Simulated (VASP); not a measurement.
These are PBE GGA, VASP's PBE PAW potentials (set 64) (plane waves; VASP) values and carry that method's errors.

A VASP calculation is set up with these files.

KPOINTS:
```
Automatic mesh
0
gamma
 8 8 8
```

**INCAR**
```
SYSTEM = CsCl
PREC = Accurate; ENCUT = 500; LREAL = .FALSE.
LASPH = .TRUE.
EDIFF = 1E-6; NELM = 100; ALGO = Normal
LMAXMIX = 4
ISMEAR = 0; SIGMA = 0.05
GGA = PE
IBRION = 2; NSW = 40; ISIF = 3
EDIFFG = -0.02; PSTRESS = 450
LWAVE = .FALSE.; LCHARG = .FALSE.
```

**POSCAR**
```
CsCl
1.0
  3.4089919601   0.0000000000   0.0000000000
  0.0000000000   3.4089919601   0.0000000000
  0.0000000000   0.0000000000   3.4089919601
Cs Cl
1 1
Cartesian
  0.0000000000   0.0000000000   0.0000000000
  1.7044959800   1.7044959800   1.7044959800
```

POTCAR, in this order: Cs_sv Cl (PBE.64 set). Program: vasp_std.

The run wrote:

### OUTCAR
```
 ion  position               nearest neighbor table
   1  0.000  0.000  0.000-
   2  0.500  0.500  0.500-
  LATTYP: Found a simple cubic cell.
 ALAT       =     3.4089919601
 Subroutine PRICEL returns:
 Original cell was already a primitive cell.
 Subroutine GETGRP returns: Found 48 space group operations
The static configuration has the point symmetry O_h .
The dynamic configuration has the point symmetry O_h .
 Subroutine INISYM returns: Found 48 space group operations
 Subroutine IBZKPT returns following result:
 Found     35 irreducible k-points:

 Following reciprocal coordinates:
            Coordinates               Weight
  0.000000  0.000000  0.000000      1.000000
  0.125000  0.000000  0.000000      6.000000
  0.250000  0.000000  0.000000      6.000000
  0.375000  0.000000  0.000000      6.000000
  0.500000  0.000000  0.000000      3.000000
  0.125000  0.125000  0.000000     12.000000
  0.250000  0.125000  0.000000     24.000000
  0.375000  0.125000  0.000000     24.000000
  0.500000  0.125000  0.000000     12.000000
...
```

File OSZICAR:
```
       N       E                     dE             d eps       ncg     rms          rms(c)
DAV:   1     0.922622025862E+02    0.92262E+02   -0.79071E+03   840   0.121E+03
DAV:   2     0.540353828945E+00   -0.91722E+02   -0.84585E+02  1196   0.205E+02
DAV:   3    -0.422832256006E+01   -0.47687E+01   -0.47410E+01  1072   0.513E+01
DAV:   4    -0.426526418098E+01   -0.36942E-01   -0.36924E-01   956   0.528E+00
DAV:   5    -0.426571434535E+01   -0.45016E-03   -0.45014E-03  1048   0.557E-01    0.565E+00
DAV:   6    -0.393095250417E+01    0.33476E+00   -0.58335E-01   892   0.620E+00    0.318E+00
DAV:   7    -0.389592927761E+01    0.35023E-01   -0.23726E-01   988   0.365E+00    0.151E+00
DAV:   8    -0.389701982532E+01   -0.10905E-02   -0.25014E-02   968   0.129E+00    0.192E-01
DAV:   9    -0.389641351600E+01    0.60631E-03   -0.19814E-03   968   0.359E-01    0.487E-02
DAV:  10    -0.389645445863E+01   -0.40943E-04   -0.27061E-04   988   0.135E-01    0.235E-02
DAV:  11    -0.389644372116E+01    0.10737E-04   -0.60943E-05   944   0.613E-02    0.815E-03
DAV:  12    -0.389644339071E+01    0.33045E-06   -0.57426E-06   976   0.224E-02
   1 F= 0.72306021E+01 E0= 0.72306021E+01  d E =0.723060E+01
```

OUTCAR:
```
------------------------ aborting loop because EDIFF is reached ----------------------------------------
  FORCE on cell =-STRESS in cart. coord.  units (eV):
  Direction    XX          YY          ZZ          XY          YZ          ZX
  --------------------------------------------------------------------------------------
  Total       11.1487345     11.1487345     11.1487345      0.0000000      0.0000000      0.0000000
  in kB      450.8771486    450.8771486    450.8771486      0.0000000      0.0000000      0.0000000
  external PRESSURE =       0.8771486 kB  Pullay stress =     450.0000000 kB
  volume of cell :       39.62
      direct lattice vectors                 reciprocal lattice vectors
     3.408991960  0.000000000  0.000000000     0.293341848  0.000000000  0.000000000
     0.000000000  3.408991960  0.000000000     0.000000000  0.293341848  0.000000000
     0.000000000  0.000000000  3.408991960     0.000000000  0.000000000  0.293341848
 POSITION                                       TOTAL-FORCE (eV/Angst)
 -----------------------------------------------------------------------------------
      0.00000      0.00000      0.00000         0.000000      0.000000      0.000000
      1.70450      1.70450      1.70450         0.000000      0.000000      0.000000
 -----------------------------------------------------------------------------------
    total drift:                                0.000000      0.000000      0.000000
  FREE ENERGIE OF THE ION-ELECTRON SYSTEM (eV)
  ---------------------------------------------------
  free  energy   TOTEN  =        -3.8964433907 eV

  energy  without entropy=       -3.8964433907  energy(sigma->0) =       -3.89644339
  enthalpy is  TOTEN    =         7.2306020672 eV   P V=       11.1270454579

 reached required accuracy - stopping structural energy minimisation
```
(Selected blocks of OUTCAR.)

The compound is CsCl in the CsCl type structure. It was relaxed first under an external pressure of 45 GPa.
